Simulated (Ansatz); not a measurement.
In doubt: masses and optical values from hybrid runs of this build are listed as unsure, which bears on the screening that GW takes from such a start.

Rows from a G0W0 calculation on MgO (Fm-3m) (Ansatz 0.2.0; G0W0 on PBE0, plane waves, PAW; PAW set soft_1; 8×8×8 mesh, 146 empty bands, screening to 230 eV, PAW set soft_1 files), in eV. Spin-orbit coupling is left out.

| row | k | band | start | Σx | Σc at the solution | Vxc |
| --- | --- | --- | --- | --- | --- | --- |
| A | Γ | c1 | 13.930 | -9.711 | -3.519 | -13.824 |
| B | Γ | v1 | 6.565 | -26.474 | 3.385 | -22.569 |
| C | Γ | c2 | 25.202 | -3.678 | -4.383 | -8.524 |

Give the quasiparticle energies and the shift of each level.

The quasiparticle equation reads E = start + Σx + Σc(E) − Vxc.

| row | E (eV) | shift (eV) |
| --- | --- | --- |
| A | 14.524 | +0.594 |
| B | 6.046 | −0.520 |
| C | 25.665 | +0.463 |

Limits: not at the basis limit.

[Runs of the session that timed out or met a known fault of the program may be left out.]

[Cells called generated may have been cut or substituted from an entry of the Crystallography Open Database or the Materials Project.]

[Hosts, paths, dates, database ids (printed as entryN), source tags and the programs' standing remarks are cut or masked in the printed files.]
